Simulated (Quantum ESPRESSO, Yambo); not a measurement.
# Sb (buckled honeycomb monolayer): G0W0 with Yambo, start to end, part 2 of 3

Aim: the G0W0 gap of Sb (buckled honeycomb monolayer) on PBE with spin-orbit coupling, step by step.

Quantum ESPRESSO 7.5 and Yambo 5.3.0; PBE and many-body steps on it, plane waves. Known limits of the many-body steps: not at the basis limit.

So far. Step 3 (Ground state): The gap is indirect, with the least direct gap 0.17 eV higher.

## Step 4: Bands along the symmetry lines

Level of this step: DFT, PBE with spin-orbit coupling, plane waves, norm-conserving pseudopotentials (Quantum ESPRESSO).

The cheap functional maps the bands first; the places of the edges decide which points the dearer methods must see.

Contents of pw.in:

```
&control
  calculation = 'bands'
  prefix = 'x'
  outdir = 'o'
  pseudo_dir = 'pseudo'
/
&system
  ibrav = 0
  nat = 2
  ntyp = 1
  ecutwfc = 88.0
  nbnd = 58
  force_symmorphic = .true.
  noncolin = .true.
  lspinorb = .true.
/
&electrons
  conv_thr = 1e-9
  electron_maxstep = 80
  diago_full_acc = .true.
  diago_thr_init = 5e-6
/
ATOMIC_SPECIES
  Sb 121.76 Sb.upf
CELL_PARAMETERS angstrom
  4.1361780447 -0.0000000002 0.0000000000
  -2.0680890222 3.5820352614 0.0000000000
  0.0000000000 0.0000000000 14.0000000000
ATOMIC_POSITIONS crystal
  Sb 0.3333333333 0.6666666667 0.4417690703
  Sb 0.6666666667 0.3333333333 0.5582309297
K_POINTS crystal
  25
  0.00000000 0.00000000 0.00000000 1
  0.06250000 0.00000000 0.00000000 1
  0.12500000 0.00000000 0.00000000 1
  0.18750000 0.00000000 0.00000000 1
  0.25000000 0.00000000 0.00000000 1
  0.31250000 0.00000000 0.00000000 1
  0.37500000 0.00000000 0.00000000 1
  0.43750000 0.00000000 0.00000000 1
  0.50000000 0.00000000 0.00000000 1
  0.47916667 0.04166667 0.00000000 1
  0.45833333 0.08333333 0.00000000 1
  0.43750000 0.12500000 0.00000000 1
  0.41666666 0.16666666 0.00000000 1
  0.39583333 0.20833333 0.00000000 1
  0.37500000 0.25000000 0.00000000 1
  0.35416666 0.29166666 0.00000000 1
  0.33333333 0.33333333 0.00000000 1
  0.29166666 0.29166666 0.00000000 1
  0.25000000 0.25000000 0.00000000 1
  0.20833333 0.20833333 0.00000000 1
  0.16666666 0.16666666 0.00000000 1
  0.12500000 0.12500000 0.00000000 1
  0.08333333 0.08333333 0.00000000 1
  0.04166667 0.04166667 0.00000000 1
  0.00000000 0.00000000 0.00000000 1
```

The run is started by

```
$ OMP_NUM_THREADS=1 mpirun -n 8 pw.x -nk 8 -in pw.in > pw.out
```

The log of the run:

```text
[banner, memory and clock lines left out]
Program PWSCF v.7.5 starts

     Atomic positions and unit cell read from directory:
     o/x.save/

     Message from routine setup:
     using ibrav=0 with symmetry is DISCOURAGED, use correct ibrav instead

     G-vector sticks info

     bravais-lattice index     =            0
     lattice parameter (alat)  =       7.8162  a.u.
     unit-cell volume          =    1399.7605 (a.u.)^3
     number of atoms/cell      =            2
     number of atomic types    =            1
     number of electrons       =        46.00
     number of Kohn-Sham states=           58
     kinetic-energy cutoff     =      88.0000  Ry
     charge density cutoff     =     352.0000  Ry
     Exchange-correlation= PBE
                           (   1   4   3   4   0   0   0)
     Non magnetic calculation with spin-orbit

     celldm(1)=   7.816244  celldm(2)=   0.000000  celldm(3)=   0.000000
     celldm(4)=   0.000000  celldm(5)=   0.000000  celldm(6)=   0.000000

     crystal axes: (cart. coord. in units of alat)
               a(1) = (   1.000000  -0.000000   0.000000 )
               a(2) = (  -0.500000   0.866025   0.000000 )
               a(3) = (   0.000000   0.000000   3.384767 )

     reciprocal axes: (cart. coord. in units 2 pi/alat)
               b(1) = (  1.000000  0.577350 -0.000000 )
               b(2) = (  0.000000  1.154701 -0.000000 )
               b(3) = ( -0.000000 -0.000000  0.295441 )
     Pseudo is Norm-conserving + core correction, Zval = 23.0
     Generated using ONCVPSP code by D. R. Hamann
     Using radial grid of 1468 points, 10 beta functions with:
     Sb               23.00   121.76000     Sb( 1.00)

     12 Sym. Ops., with inversion, found

   Cartesian axes

     site n.     atom                  positions (alat units)
         1        Sb     tau(   1) = (  -0.0000000   0.5773503   1.4952855  )
         2        Sb     tau(   2) = (   0.5000000   0.2886751   1.8894818  )

     number of k points=    25
                       cart. coord. in units 2pi/alat
        k(    1) = (   0.0000000   0.0000000   0.0000000), wk =   0.0400000
        k(    2) = (   0.0625000   0.0360844   0.0000000), wk =   0.0400000
        k(    3) = (   0.1250000   0.0721688   0.0000000), wk =   0.0400000
[...]
[... 13 further rows ...]
        k(   24) = (   0.0416667   0.0721688   0.0000000), wk =   0.0400000
        k(   25) = (   0.0000000   0.0000000   0.0000000), wk =   0.0400000

     Dense  grid:   156151 G-vectors     FFT dimensions: (  48,  48, 160)

     The potential is recalculated from file :
     o/x.save/charge-density

     Starting wfcs are   52 randomized atomic wfcs +    6 random wfcs

     Band Structure Calculation

     End of band structure calculation

          k = 0.0000 0.0000 0.0000 ( 19537 PWs)   bands (ev):

  -143.6892-143.6892-143.6885-143.6885-102.6425-102.6425-102.6398-102.6398
   -94.0734 -94.0734 -94.0688 -94.0688 -94.0423 -94.0423 -94.0379 -94.0379
   -29.2730 -29.2730 -29.2330 -29.2330 -29.2330 -29.2330 -29.1932 -29.1932
   -28.0532 -28.0532 -28.0408 -28.0408 -28.0315 -28.0315 -27.9275 -27.9275
[...]
6.2917   6.2917

          k = 0.0625 0.0361 0.0000 ( 19531 PWs)   bands (ev):

  -143.6892-143.6892-143.6885-143.6885-102.6425-102.6425-102.6398-102.6398
[...]
6.3588   6.3588

          k = 0.1250 0.0722 0.0000 ( 19528 PWs)   bands (ev):

  -143.6892-143.6892-143.6885-143.6885-102.6425-102.6425-102.6399-102.6399
[...]
6.3096   6.3096

[...]
k = 0.0417 0.0722 0.0000 ( 19531 PWs)   bands (ev):

  -143.6892-143.6892-143.6885-143.6885-102.6425-102.6425-102.6398-102.6398
[...]
6.3687   6.3688

          k = 0.0000 0.0000 0.0000 ( 19537 PWs)   bands (ev):

  -143.6892-143.6892-143.6885-143.6885-102.6425-102.6425-102.6398-102.6398
[...]
-0.8836  -0.8836  -0.1974  -0.1974   0.1295   0.1295   1.3688   1.3688
     2.4441   2.4441   2.9061   2.9061   4.3132   4.3132   4.4175   4.4175
     6.2917   6.2917

     XML data file, pseudopotentials, collected wavefunctions
```

It took 1.9 min on 8 MPI ranks of Arm Neoverse V1, shared host; peak memory 2.5 GiB; 7.3 min of CPU time.

This step gave:

```yaml
gap: 1.051 eV
k_of_the_valence_top: 0, 0, 0
k_of_the_conduction_bottom: 0.3125, 0, 0
least_direct_gap: 1.239 eV
```

The gap is 1.051 eV, −0.017 eV from the run before at this level.

The electronic bands at the labelled points (eV, zero at the top of the highest filled band):

| point | band 43 | band 44 | band 45 | band 46 | band 47 | band 48 | band 49 | band 50 |
| --- | --- | --- | --- | --- | --- | --- | --- | --- |
| Γ | -0.33 | -0.33 | 0.00 | 0.00 | 1.24 | 1.24 | 2.31 | 2.31 |
| halfway | -1.28 | -1.28 | -0.68 | -0.68 | 1.13 | 1.13 | 3.11 | 3.11 |
| M | -1.97 | -1.97 | -1.51 | -1.51 | 1.39 | 1.39 | 2.27 | 2.27 |
| halfway | -2.34 | -2.34 | -1.65 | -1.65 | 1.83 | 1.83 | 2.68 | 2.68 |
| K | -2.10 | -2.10 | -1.92 | -1.92 | 1.32 | 1.32 | 3.28 | 3.28 |
| halfway | -2.09 | -2.09 | -0.73 | -0.73 | 1.94 | 1.94 | 2.49 | 2.49 |
| Γ | -0.33 | -0.33 | 0.00 | 0.00 | 1.24 | 1.24 | 2.31 | 2.31 |

## Step 5: Empty states on the mesh, 6×6×1 mesh, 130 bands

The sums over transitions need many empty states on a uniform mesh; this step solves for them.

Contents of pw.in:

```
&control
  calculation = 'nscf'
  prefix = 'x'
  outdir = 'o'
  pseudo_dir = 'pseudo'
/
&system
  ibrav = 0
  nat = 2
  ntyp = 1
  ecutwfc = 88.0
  nbnd = 130
  force_symmorphic = .true.
  noncolin = .true.
  lspinorb = .true.
/
&electrons
  conv_thr = 1e-9
  electron_maxstep = 80
  diago_full_acc = .true.
  diago_thr_init = 5e-6
/
ATOMIC_SPECIES
  Sb 121.76 Sb.upf
CELL_PARAMETERS angstrom
  4.1361780447 -0.0000000002 0.0000000000
  -2.0680890222 3.5820352614 0.0000000000
  0.0000000000 0.0000000000 14.0000000000
ATOMIC_POSITIONS crystal
  Sb 0.3333333333 0.6666666667 0.4417690703
  Sb 0.6666666667 0.3333333333 0.5582309297
K_POINTS automatic
  6 6 1 0 0 0
```

The run is started by

```
$ OMP_NUM_THREADS=1 mpirun -n 8 pw.x -nk 4 -in pw.in > pw.out
```

The log of the run:

```text
[banner, memory and clock lines left out]
Program PWSCF v.7.5 starts

     Atomic positions and unit cell read from directory:
     o/x.save/

     Message from routine setup:
     using ibrav=0 with symmetry is DISCOURAGED, use correct ibrav instead

     bravais-lattice index     =            0
     lattice parameter (alat)  =       7.8162  a.u.
     unit-cell volume          =    1399.7605 (a.u.)^3
     number of atoms/cell      =            2
     number of atomic types    =            1
     number of electrons       =        46.00
     number of Kohn-Sham states=          130
     kinetic-energy cutoff     =      88.0000  Ry
     charge density cutoff     =     352.0000  Ry
     Exchange-correlation= PBE
                           (   1   4   3   4   0   0   0)
     Non magnetic calculation with spin-orbit

     celldm(1)=   7.816244  celldm(2)=   0.000000  celldm(3)=   0.000000
     celldm(4)=   0.000000  celldm(5)=   0.000000  celldm(6)=   0.000000

     crystal axes: (cart. coord. in units of alat)
               a(1) = (   1.000000  -0.000000   0.000000 )
               a(2) = (  -0.500000   0.866025   0.000000 )
               a(3) = (   0.000000   0.000000   3.384767 )

     reciprocal axes: (cart. coord. in units 2 pi/alat)
               b(1) = (  1.000000  0.577350 -0.000000 )
               b(2) = (  0.000000  1.154701 -0.000000 )
               b(3) = ( -0.000000 -0.000000  0.295441 )
     Pseudo is Norm-conserving + core correction, Zval = 23.0
     Generated using ONCVPSP code by D. R. Hamann
     Using radial grid of 1468 points, 10 beta functions with:
     Sb               23.00   121.76000     Sb( 1.00)

     12 Sym. Ops., with inversion, found

   Cartesian axes

     site n.     atom                  positions (alat units)
         1        Sb     tau(   1) = (  -0.0000000   0.5773503   1.4952855  )
         2        Sb     tau(   2) = (   0.5000000   0.2886751   1.8894818  )

     number of k points=     7
                       cart. coord. in units 2pi/alat
        k(    1) = (   0.0000000   0.0000000   0.0000000), wk =   0.0277778
        k(    2) = (   0.0000000   0.1924501   0.0000000), wk =   0.1666667
        k(    3) = (   0.0000000   0.3849002   0.0000000), wk =   0.1666667
        k(    4) = (  -0.0000000  -0.5773503   0.0000000), wk =   0.0833333
        k(    5) = (   0.1666667   0.2886751   0.0000000), wk =   0.1666667
        k(    6) = (   0.1666667   0.4811252   0.0000000), wk =   0.3333333
        k(    7) = (   0.3333333   0.5773503   0.0000000), wk =   0.0555556

     Dense  grid:   156151 G-vectors     FFT dimensions: (  48,  48, 160)

     The potential is recalculated from file :
     o/x.save/charge-density

     Starting wfcs are   52 randomized atomic wfcs +   78 random wfcs

     Band Structure Calculation

     End of band structure calculation

          k = 0.0000 0.0000 0.0000 ( 19537 PWs)   bands (ev):

  -143.6892-143.6892-143.6885-143.6885-102.6425-102.6425-102.6398-102.6398
   -94.0734 -94.0734 -94.0688 -94.0688 -94.0423 -94.0423 -94.0379 -94.0379
   -29.2730 -29.2730 -29.2330 -29.2330 -29.2330 -29.2330 -29.1932 -29.1932
   -28.0532 -28.0532 -28.0408 -28.0408 -28.0315 -28.0315 -27.9275 -27.9275
[...]
[... 5 further rows ...]
[...]
19.2289  19.2290

          k = 0.0000 0.1925 0.0000 ( 19550 PWs)   bands (ev):

  -143.6892-143.6892-143.6885-143.6885-102.6424-102.6424-102.6400-102.6400
[...]
[... 5 further rows ...]
[...]
20.2217  20.2221

          k = 0.0000 0.3849 0.0000 ( 19518 PWs)   bands (ev):

  -143.6891-143.6891-143.6887-143.6887-102.6420-102.6420-102.6404-102.6404
[...]
10.6011  10.6011  10.6498  10.6498  12.1509  12.1509  12.5492  12.5492
     [... 5 further rows ...]
    20.0841  20.0841  20.4377  20.4377  20.5720  20.5720  20.9982  20.9982
    21.2583  21.2584

          k =-0.0000-0.5774 0.0000 ( 19516 PWs)   bands (ev):

     [... further k-points ...]

     highest occupied, lowest unoccupied level (ev):     0.1295    1.1981

     XML data file, pseudopotentials, collected wavefunctions
```

It took 2.4 min on 8 MPI ranks; peak memory 2.3 GiB.

Numbers from this step:

| Item | Value |
| --- | --- |
| gap | 1.069 eV |
| k of the valence top | 0, 0, 0 |
| k of the conduction bottom | 0, 0.3333, 0 |
| least direct gap | 1.239 eV |
| k points computed | 7 |
| lowest point of the top converged band, above the valence top | 19.10 eV |

On this mesh the gap is 1.069 eV.

## Step 6: Conversion and set-up

This step: Yambo 5.3.0; conversion and set-up on PBE with spin-orbit coupling, plane waves, norm-conserving pseudopotentials.

The states are converted to the many-body program's format and the q mesh is built.

The run is started by

```
$ (cd o/x.save; p2y > p2y.log; mv SAVE ../..); yambo > setup.log
```

The log of the run:

```text
 Yambo, version 5.3.0

 [02] CORE Variables Setup
 =========================

  [02.01] Unit cells
  ==================

  Cell kind             :  HCP
  Atoms in the cell     :  Sb
  number of Sb atoms    :  2

  List of atomic masses
  Mass of Sb    :  121.7600

  List of atomic coordinates    : [cc]
  Sb1       : -0.20184E-09   4.5127       11.688      order 1
  Sb2       :   3.90812   2.25636  14.76865  order 2

  Alat factors          :   7.81624   6.76907  26.45617 [a.u.]
  Direct lattice volume :   1399.76    [a.u.]
  Direct lattice vectors:  A[ 1 ]  A[ 2 ]  A[ 3 ]
   A[ 1 ]:   1.0000     -0.55834E-10   0.0000      [iru]
    7.8162     -0.37795E-09   0.0000      [cc]
   A[ 2 ]: -0.500000  1.000000  0.000000  [iru]
  -3.908122  6.769066  0.000000  [cc]
   A[ 3 ]:  0.000000  0.000000  1.000000  [iru]
    0.00000   0.00000  26.45617  [cc]

  Recip. lattice volume :  0.177209 [a.u.]
  Recip. lattice vectors:  B[ 1 ]  B[ 2 ]  B[ 3 ]
   B[ 1 ]:  1.000000  0.500000  0.000000  [iku]
   0.803863  0.464110 -0.000000  [cc]
   B[ 2 ]:  0.55834E-10   1.0000       0.0000      [iku]
   0.44883E-10  0.92822      -0.0000      [cc]
   B[ 3 ]:  0.000000  0.000000  1.000000  [iku]
  -0.000000 -0.000000  0.237494  [cc]

  [02.02] Symmetries
  ==================

  Inversion symmetry    : yes
  Spatial inversion     : yes
  Inversion index       :   7
  K-space Time-reversal : no
  Magnetic symmetries   : no
  Group table correct   : yes
  Symmetries units      :  [cc]

   [S  1]:   1.0000      0.98331E-26   0.0000      0.13453E-16   1.0000       0.0000       0.0000       0.0000       1.0000
   [S  2]:   1.0000     -0.96708E-10   0.0000     -0.83751E-10  -1.0000       0.0000       0.0000       0.0000      -1.0000
   [S  3]: -0.500000  0.866025  0.000000 -0.866025 -0.500000  0.000000  0.000000  0.000000  1.000000
[...]
[S 11]:  0.500000  0.866025  0.000000  0.866025 -0.500000  0.000000  0.000000  0.000000  1.000000
   [S 12]:  0.500000 -0.866025  0.000000 -0.866025 -0.500000  0.000000  0.000000  0.000000  1.000000

  [02.03] Reciprocal space
  ========================

  nG shells         :   6857
  nG charge         :  156151
  nG WFs            :  22953
  nC WFs            :  19550
  G-vecs. in first 80 shells:  [ Number ]
     1    3    5    7   13   15   27   39   51
    53   65   67   79   85   97   99  111  123
   135  141  153  165  167  179  191  203  215
[...]
813   825   837   839   851   863   887   899
  ...
  Shell energy in first 80 shells:  [ mHa ]
[...]
4061.05      4112.56      4130.99      4328.40      4397.46      4491.85      4543.36      4582.21      4704.80
    4766.09      4820.49      4892.43      5135.60      5169.56      5196.89      5197.76      5259.05      5282.37
    5299.92      5353.44      5423.38      5527.54      5600.36      5620.79      5628.56      5682.08
  ...

[...]
K/Q-points units:
  rlu = crystal or reduced units; cc = cartesian coordinates; iku = interal k-units

  K [1]          [rlu]:  0.000000  0.000000  0.000000
         WF components:  19537
  K [2]          [rlu]: -0.48894E-26  0.16667       0.0000
         WF components:  19550
  K [3]          [rlu]: -0.97789E-26  0.33333       0.0000
         WF components:  19518
  K [4]          [rlu]:  0.98216E-26 -0.50000       0.0000
         WF components:  19516
  K [5]          [rlu]:  0.166667  0.166667  0.000000
         WF components:  19518
  K [6]          [rlu]:  0.166667  0.333333  0.000000
         WF components:  19518
  K [7]          [rlu]:  0.333333  0.333333  0.000000
         WF components:  19548

  [02.05] Energies & Occupations
  ==============================

  [X] === General ===
  [X] Electronic Temperature                        :  0.000000  0.000000 [eV K]
  [X] Bosonic    Temperature                        :  0.000000  0.000000 [eV K]
  [X] Finite Temperature mode                       : no
  [X] El. density                                   :  0.22177E+24 [cm-3]
  [X] Fermi Level                                   :  0.129500 [eV]

  [X] === Gaps and Widths ===
  [X] Conduction Band Min                           :  1.068573 [eV]
  [X] Valence Band Max                              :  0.000000 [eV]
  [X] Filled Bands                                  :   46
  [X] Empty Bands                                   :   47  130
  [X] Direct Gap                                    :  1.239282 [eV]
  [X] Direct Gap localized at k                     :  1
  [X] Indirect Gap                                  :  1.068573 [eV]
  [X] Indirect Gap between kpts                     :  1  3
  [X] Last valence band width                       :  1.922388 [eV]
  [X] 1st conduction band width                     :  0.871988 [eV]

  E @ K [1]:  [eV]
  -143.8187 -143.8187 -143.8180 -143.8180 -102.7720 -102.7720 -102.7693 -102.7693
[...]
occ @ K [1]
[...]
E @ K [2]:  [eV]
[...]
occ @ K [2]
[...]
E @ K [3]:  [eV]
[...]
occ @ K [3]
[...]
E @ K [4]:  [eV]
[...]
occ @ K [4]
[...]
E @ K [5]:  [eV]
[...]
occ @ K [5]
[...]
E @ K [6]:  [eV]
[...]
occ @ K [6]
[...]
E @ K [7]:  [eV]
[...]
occ @ K [7]
[...]
0.000000  0.000000  0.000000  0.000000  0.000000  0.000000  0.000000  0.000000
   0.000000  0.000000  0.000000  0.000000  0.000000  0.000000  0.000000  0.000000

 [03] Transferred momenta grid and indexing
 ==========================================

 IBZ Q-points                                      :   7
 BZ  Q-points                                      :   36

 K/Q-points units:
 rlu = crystal or reduced units; cc = cartesian coordinates; iku = interal k-units

 Q [1]          [rlu]:  0.000000  0.000000  0.000000
 Q [2]          [rlu]:  0.25891E-17  0.16667       0.0000
 Q [3]          [rlu]:  0.51782E-17  0.33333       0.0000
 Q [4]          [rlu]: -0.77673E-17 -0.50000       0.0000
 Q [5]          [rlu]:  0.166667  0.166667  0.000000
 Q [6]          [rlu]:  0.166667  0.333333  0.000000
 Q [7]          [rlu]:  0.333333  0.333333  0.000000

  [03.01] X indexes
  =================

   [03.01.01] Sigma indexes
   ========================

 [06] Game Over & Game summary
```

Wall time 3.9 s (1 MPI rank); peak memory 0.26 GiB.

(Part 2 of 3 ends here.)

[Paths, hosts, dates, memory and timing lines, banners, echoed tables and standing remarks are left out of the program output.]

[Logs are printed without paths, hosts, clocks, repeated set-up lines and the standing remarks that a program may print on its own settings, such as how far it seeks lower states.]

[Runs of the session that timed out or met a known fault of the program may be left out.]

[Hosts, paths, dates, database ids (printed as entryN), source tags and the programs' standing remarks are cut or masked in the printed files.]
